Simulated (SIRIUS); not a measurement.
# MgB2 (Fd-3m) in SIRIUS: notebook, part 2 of 2

SIRIUS 7.10.0.

## 3. Single point, PBE

File sirius.json:

```json
{
  "control": {
    "processing_unit": "cpu",
    "verbosity": 2,
    "num_bands_to_print": 15,
    "print_forces": true,
    "print_stress": true
  },
  "parameters": {
    "electronic_structure_method": "pseudopotential",
    "xc_functionals": ["XC_GGA_X_PBE", "XC_GGA_C_PBE"],
    "gk_cutoff": 7.8,
    "pw_cutoff": 22.1,
    "ngridk": [8, 8, 8],
    "shiftk": [0, 0, 0],
    "smearing": "fermi_dirac",
    "smearing_width": 0.0018374661,
    "num_bands": 15,
    "num_mag_dims": 0,
    "num_dft_iter": 100,
    "energy_tol": 1e-08,
    "density_tol": 1e-06
  },
  "iterative_solver": {
    "type": "davidson",
    "min_tolerance": 1e-09,
    "tolerance_scale": [0.1, 0.25]
  },
  "mixer": {
    "type": "anderson",
    "beta": 0.7,
    "max_history": 8
  },
  "settings": {
    "tol_ne": 1e-10
  },
  "unit_cell": {
    "lattice_vectors": [
      [0.0, 5.657159715725, 5.657159715725],
      [5.657159715725, 0.0, 5.657159715725],
      [5.657159715725, 5.657159715725, 0.0]
    ],
    "atom_coordinate_units": "lattice",
    "atom_types": ["Mg", "B"],
    "atom_files": {
      "Mg": "Mg.json",
      "B": "B.json"
    },
    "atoms": {
      "Mg": [
        [0.0, 0.0, 0.0],
        [0.25, 0.25, 0.25]
      ],
      "B": [
        [0.625, 0.125, 0.625],
        [0.625, 0.625, 0.125],
        [0.125, 0.625, 0.625],
        [0.625, 0.625, 0.625]
      ]
    }
  }
}
```

Potentials or basis: SSSP 1.3.0 PBE efficiency.

Command:

```sh
> upf_to_json Mg.pbe-n-kjpaw_psl.0.3.0.UPF
> upf_to_json b_pbe_v1.4.uspp.F.UPF
> OMP_NUM_THREADS=1 sirius.scf --input=sirius.json --output=out.json --task=0
```

The program printed:

```text
[info] SIRIUS version : 7.10.0
[info] number of MPI ranks           : 1
[info] MPI grid                      : 1 1
[info] maximum number of OMP threads : 1
[fft] FFT context for density and potential
[fft] =====================================
[fft]   comm size                             : 1
[fft]   plane wave cutoff                     : 22.1
[fft]   grid size                             : 60 60 60   total : 216000
[fft]   grid limits                           : -29 30   -29 30   -29 30
[fft]   number of G-vectors within the cutoff : 32978
[fft]   local number of G-vectors             : 32978
[fft]   number of G-shells                    : 1690
[fft] FFT context for coarse grid
[fft] =====================================
[fft]   comm size                             : 1
[fft]   plane wave cutoff                     : 15.6
[fft]   grid size                             : 45 45 45   total : 91125
[fft]   grid limits                           : -22 22   -22 22   -22 22
[fft]   number of G-vectors within the cutoff : 11645
[fft]   local number of G-vectors             : 11645
[fft]   number of G-shells                    : 647
[unit cell] lattice vectors
[unit cell]   a1 :       0.0000000000      5.6571597157      5.6571597157
[unit cell]   a2 :       5.6571597157      0.0000000000      5.6571597157
[unit cell]   a3 :       5.6571597157      5.6571597157      0.0000000000
[unit cell] reciprocal lattice vectors
[unit cell]   b1 :      -0.5553303798      0.5553303798      0.5553303798
[unit cell]   b2 :       0.5553303798     -0.5553303798      0.5553303798
[unit cell]   b3 :       0.5553303798      0.5553303798     -0.5553303798
[unit cell] unit cell volume :       362.09732465 [a.u.^3]
[unit cell] 1/sqrt(omega)    :         0.05255177
[unit cell] MT volume        :         0.00000000 ( 0.00%)
[unit cell] IT volume        :       362.09732465 (100.00%)
[unit cell] number of atom types : 2
[unit cell] type id : 0 symbol : Mg mt_radius : 100.997256 num_atoms : 2
[unit cell] type id : 1 symbol :  B mt_radius :  80.685576 num_atoms : 4
[... 597 lines left out ...]
[ground_state]     0.000000    0.000000 4202.427571
[ground_state] === stress_vloc ===
[ground_state]   292.882636   -0.000000    0.000000
[ground_state]    -0.000000  292.882636    0.000000
[ground_state]     0.000000    0.000000  292.882636
[ground_state] === stress_xc ===
[ground_state]  -370.663854    0.000000   -0.000000
[ground_state]     0.000000 -370.663854   -0.000000
[ground_state]    -0.000000   -0.000000 -370.663854
[ground_state] === stress_core ===
[ground_state]  1861.417136   -0.000000   -0.000000
[ground_state]    -0.000000 1861.417136    0.000000
[ground_state]    -0.000000    0.000000 1861.417136
[ground_state] === stress_nonloc ===
[ground_state] -1421.130035    0.000000    0.000000
[ground_state]     0.000000-1421.130035   -0.000000
[ground_state]     0.000000   -0.000000-1421.130035
[ground_state] === stress_us ===
[ground_state]    57.498036   -0.000000    0.000000
[ground_state]    -0.000000   57.498036    0.000000
[ground_state]     0.000000    0.000000   57.498036
[ground_state] === stress_us_nl ===
[ground_state] -1363.631999    0.000000    0.000000
[ground_state]     0.000000-1363.631999   -0.000000
[ground_state]     0.000000   -0.000000-1363.631999
[ground_state] === stress_total ===
[ground_state]     0.234649    0.000000   -0.000000
[ground_state]     0.000000    0.234649   -0.000000
[ground_state]    -0.000000   -0.000000    0.234649
[ground_state] ==== total Forces in Ha/bohr =====
[ground_state] atom:    0, force:       0.0000000     -0.0000000      0.0000000
[ground_state] atom:    1, force:       0.0000000      0.0000000      0.0000000
[ground_state] atom:    2, force:       0.0000000     -0.0000000      0.0000000
[ground_state] atom:    3, force:      -0.0000000     -0.0000000     -0.0000000
[ground_state] atom:    4, force:       0.0000000      0.0000000     -0.0000000
[ground_state] atom:    5, force:       0.0000000     -0.0000000     -0.0000000
[ground_state] ==== ultrasoft contribution from Qij =====
[ground_state] atom:    0, force:       0.0000000      0.0000000      0.0000000
[ground_state] atom:    1, force:       0.0000000      0.0000000      0.0000000
[ground_state] atom:    2, force:      -0.0000000     -0.0000000     -0.0000000
[ground_state] atom:    3, force:       0.0000000      0.0000000      0.0000000
[ground_state] atom:    4, force:       0.0000000      0.0000000     -0.0000000
[ground_state] atom:    5, force:       0.0000000      0.0000000      0.0000000
[ground_state] ==== non-local contribution from Beta-projector =====
[ground_state] atom:    0, force:       0.0000000      0.0000000      0.0000000
[ground_state] atom:    1, force:       0.0000000      0.0000000      0.0000000
[ground_state] atom:    2, force:       0.0000000     -0.0000000      0.0000000
[ground_state] atom:    3, force:      -0.0000000     -0.0000000     -0.0000000
[ground_state] atom:    4, force:       0.0000000      0.0000000     -0.0000000
[ground_state] atom:    5, force:       0.0000000      0.0000000     -0.0000000
[ground_state] ==== contribution from local potential =====
[ground_state] atom:    0, force:      -0.0000000     -0.0000000     -0.0000000
[ground_state] atom:    1, force:       0.0000000      0.0000000      0.0000000
[ground_state] atom:    2, force:      -0.0000000     -0.0000000     -0.0000000
[ground_state] atom:    3, force:      -0.0000000      0.0000000     -0.0000000
[ground_state] atom:    4, force:       0.0000000     -0.0000000      0.0000000
[ground_state] atom:    5, force:       0.0000000     -0.0000000      0.0000000
[ground_state] ==== contribution from core density =====
[ground_state] atom:    0, force:       0.0000000      0.0000000      0.0000000
[ground_state] atom:    1, force:      -0.0000000     -0.0000000     -0.0000000
[ground_state] atom:    2, force:      -0.0000000     -0.0000000      0.0000000
[ground_state] atom:    3, force:       0.0000000      0.0000000     -0.0000000
[ground_state] atom:    4, force:      -0.0000000      0.0000000      0.0000000
[ground_state] atom:    5, force:       0.0000000      0.0000000      0.0000000
[ground_state] ==== Ewald forces from ions =====
[ground_state] atom:    0, force:       0.0000000      0.0000000      0.0000000
[ground_state] atom:    1, force:      -0.0000000     -0.0000000     -0.0000000
[ground_state] atom:    2, force:      -0.0000000      0.0000000      0.0000000
[ground_state] atom:    3, force:       0.0000000      0.0000000      0.0000000
[ground_state] atom:    4, force:       0.0000000      0.0000000      0.0000000
[ground_state] atom:    5, force:      -0.0000000     -0.0000000      0.0000000
[~DFT_ground_state] local op. applied: 33989
[~DFT_ground_state] evp. work count: 10145.5
[~DFT_ground_state] number of iterative solver steps: 2385
```

Run time: 1.8 min. Hardware: 1 thread of Arm Neoverse V1, shared host; peak memory 0.38 GiB.

What came out:

- Free energy: -1258.1721 eV
- Pressure: 0.0 GPa
- Band gap on the k mesh: none (metal or under the smearing width)

## 4. Single point, PBE

sirius.json: that of step 3 with these lines changed.

```diff
@@ -4,3 +4,3 @@
     "verbosity": 2,
-    "num_bands_to_print": 15,
+    "num_bands_to_print": 25,
     "print_forces": true,
@@ -11,4 +11,4 @@
     "xc_functionals": ["XC_GGA_X_PBE", "XC_GGA_C_PBE"],
-    "gk_cutoff": 7.8,
-    "pw_cutoff": 22.1,
+    "gk_cutoff": 9.2,
+    "pw_cutoff": 18.4,
     "ngridk": [8, 8, 8],
@@ -17,3 +17,3 @@
     "smearing_width": 0.0018374661,
-    "num_bands": 15,
+    "num_bands": 25,
     "num_mag_dims": 0,
@@ -34,3 +34,4 @@
   "settings": {
-    "tol_ne": 1e-10
+    "tol_ne": 1e-10,
+    "pseudo_grid_cutoff": 6.5
   },
```

Potentials or basis: SG15 1.2 PBE (norm-conserving).

Command:

```sh
> upf_to_json Mg_ONCV_PBE-1.2.upf
> upf_to_json B_ONCV_PBE-1.2.upf
> OMP_NUM_THREADS=1 sirius.scf --input=sirius.json --output=out.json --task=0
```

The program printed:

```text
[info] SIRIUS version : 7.10.0
[info] number of MPI ranks           : 1
[info] MPI grid                      : 1 1
[info] maximum number of OMP threads : 1
[fft] FFT context for density and potential
[fft] =====================================
[fft]   comm size                             : 1
[fft]   plane wave cutoff                     : 18.4
[fft]   grid size                             : 50 50 50   total : 125000
[fft]   grid limits                           : -24 25   -24 25   -24 25
[fft]   number of G-vectors within the cutoff : 19079
[fft]   local number of G-vectors             : 19079
[fft]   number of G-shells                    : 1018
[fft] FFT context for coarse grid
[fft] =====================================
[fft]   comm size                             : 1
[fft]   plane wave cutoff                     : 18.4
[fft]   grid size                             : 50 50 50   total : 125000
[fft]   grid limits                           : -24 25   -24 25   -24 25
[fft]   number of G-vectors within the cutoff : 19079
[fft]   local number of G-vectors             : 19079
[fft]   number of G-shells                    : 1018
[unit cell] lattice vectors
[unit cell]   a1 :       0.0000000000      5.6571597157      5.6571597157
[unit cell]   a2 :       5.6571597157      0.0000000000      5.6571597157
[unit cell]   a3 :       5.6571597157      5.6571597157      0.0000000000
[unit cell] reciprocal lattice vectors
[unit cell]   b1 :      -0.5553303798      0.5553303798      0.5553303798
[unit cell]   b2 :       0.5553303798     -0.5553303798      0.5553303798
[unit cell]   b3 :       0.5553303798      0.5553303798     -0.5553303798
[unit cell] unit cell volume :       362.09732465 [a.u.^3]
[unit cell] 1/sqrt(omega)    :         0.05255177
[unit cell] MT volume        :         0.00000000 ( 0.00%)
[unit cell] IT volume        :       362.09732465 (100.00%)
[unit cell] number of atom types : 2
[unit cell] type id : 0 symbol : Mg mt_radius :   6.010000 num_atoms : 2
[unit cell] type id : 1 symbol :  B mt_radius :   6.010000 num_atoms : 4
[unit cell] total number of atoms : 6
[unit cell] number of symmetry classes : 2
[... 377 lines left out ...]
[ground_state]     0.000000-8224.652661   -0.000000
[ground_state]     0.000000   -0.000000-8224.652661
[ground_state] === stress_ewald ===
[ground_state] 20413.913502   -0.000000    0.000000
[ground_state]    -0.00000020413.913502    0.000000
[ground_state]     0.000000    0.00000020413.913502
[ground_state] === stress_vloc ===
[ground_state] 11947.735710   -0.000000    0.000000
[ground_state]    -0.00000011947.735710    0.000000
[ground_state]     0.000000    0.00000011947.735710
[ground_state] === stress_xc ===
[ground_state]  4681.690237   -0.000000   -0.000000
[ground_state]    -0.000000 4681.690237    0.000000
[ground_state]    -0.000000    0.000000 4681.690237
[ground_state] === stress_nonloc ===
[ground_state]  2195.317249   -0.000000   -0.000000
[ground_state]    -0.000000 2195.317249    0.000000
[ground_state]    -0.000000    0.000000 2195.317249
[ground_state] === stress_us_nl ===
[ground_state]  2195.317249   -0.000000   -0.000000
[ground_state]    -0.000000 2195.317249    0.000000
[ground_state]    -0.000000    0.000000 2195.317249
[ground_state] === stress_total ===
[ground_state]    -4.618458   -0.000000   -0.000000
[ground_state]    -0.000000   -4.618458    0.000000
[ground_state]    -0.000000    0.000000   -4.618458
[ground_state] ==== total Forces in Ha/bohr =====
[ground_state] atom:    0, force:       0.0000000     -0.0000000      0.0000000
[ground_state] atom:    1, force:       0.0000000     -0.0000000      0.0000000
[ground_state] atom:    2, force:       0.0000000     -0.0000000      0.0000000
[ground_state] atom:    3, force:       0.0000000      0.0000000     -0.0000000
[ground_state] atom:    4, force:      -0.0000000      0.0000000      0.0000000
[ground_state] atom:    5, force:      -0.0000000     -0.0000000     -0.0000000
[ground_state] ==== ultrasoft contribution from Qij =====
[ground_state] atom:    0, force:       0.0000000      0.0000000      0.0000000
[ground_state] atom:    1, force:       0.0000000      0.0000000      0.0000000
[ground_state] atom:    2, force:       0.0000000      0.0000000      0.0000000
[ground_state] atom:    3, force:       0.0000000      0.0000000      0.0000000
[ground_state] atom:    4, force:       0.0000000      0.0000000      0.0000000
[ground_state] atom:    5, force:       0.0000000      0.0000000      0.0000000
[ground_state] ==== non-local contribution from Beta-projector =====
[ground_state] atom:    0, force:       0.0000000      0.0000000      0.0000000
[ground_state] atom:    1, force:       0.0000000      0.0000000      0.0000000
[ground_state] atom:    2, force:       0.0000000     -0.0000000      0.0000000
[ground_state] atom:    3, force:       0.0000000      0.0000000     -0.0000000
[ground_state] atom:    4, force:      -0.0000000      0.0000000      0.0000000
[ground_state] atom:    5, force:      -0.0000000     -0.0000000      0.0000000
[ground_state] ==== contribution from local potential =====
[ground_state] atom:    0, force:       0.0000000     -0.0000000      0.0000000
[ground_state] atom:    1, force:      -0.0000000     -0.0000000     -0.0000000
[ground_state] atom:    2, force:       0.0000000     -0.0000000      0.0000000
[ground_state] atom:    3, force:      -0.0000000      0.0000000      0.0000000
[ground_state] atom:    4, force:      -0.0000000      0.0000000      0.0000000
[ground_state] atom:    5, force:       0.0000000     -0.0000000      0.0000000
[ground_state] ==== contribution from core density =====
[ground_state] atom:    0, force:       0.0000000      0.0000000      0.0000000
[ground_state] atom:    1, force:       0.0000000      0.0000000      0.0000000
[ground_state] atom:    2, force:       0.0000000      0.0000000      0.0000000
[ground_state] atom:    3, force:       0.0000000      0.0000000      0.0000000
[ground_state] atom:    4, force:       0.0000000      0.0000000      0.0000000
[ground_state] atom:    5, force:       0.0000000      0.0000000      0.0000000
[ground_state] ==== Ewald forces from ions =====
[ground_state] atom:    0, force:       0.0000000     -0.0000000      0.0000000
[ground_state] atom:    1, force:       0.0000000      0.0000000      0.0000000
[ground_state] atom:    2, force:       0.0000000     -0.0000000      0.0000000
[ground_state] atom:    3, force:       0.0000000      0.0000000     -0.0000000
[ground_state] atom:    4, force:       0.0000000     -0.0000000      0.0000000
[ground_state] atom:    5, force:       0.0000000      0.0000000     -0.0000000
[~DFT_ground_state] local op. applied: 23156
[~DFT_ground_state] evp. work count: 4170.52
[~DFT_ground_state] number of iterative solver steps: 1486
```

Wall time 1.9 min (1 thread of Arm Neoverse V1, shared host); peak memory 0.37 GiB.

What came out:

```
Free energy            : -3260.6791 eV
Pressure               : 0.5 GPa
Band gap on the k mesh : none (metal or under the smearing width)
```

## 5. Overview

```csv
potentials or basis,cutoff (eV),radial cutoff for the potentials' integrals,gap on the mesh (eV),pressure (GPa)
"in-house norm-conserving set, PBE (scalar relativistic)",1152,6.5 bohr,none,0.3
SSSP 1.3.0 PBE efficiency,828,-,none,0.0
SG15 1.2 PBE (norm-conserving),1152,6.5 bohr,none,0.5
```

Alike in all rows: task single point; level PBE; no spin polarisation; cell as given; k mesh 8 × 8 × 8; smearing fermi-dirac 0.05 eV.

Total energies depend on the potentials used, so only differences within one code and one set of settings carry meaning.
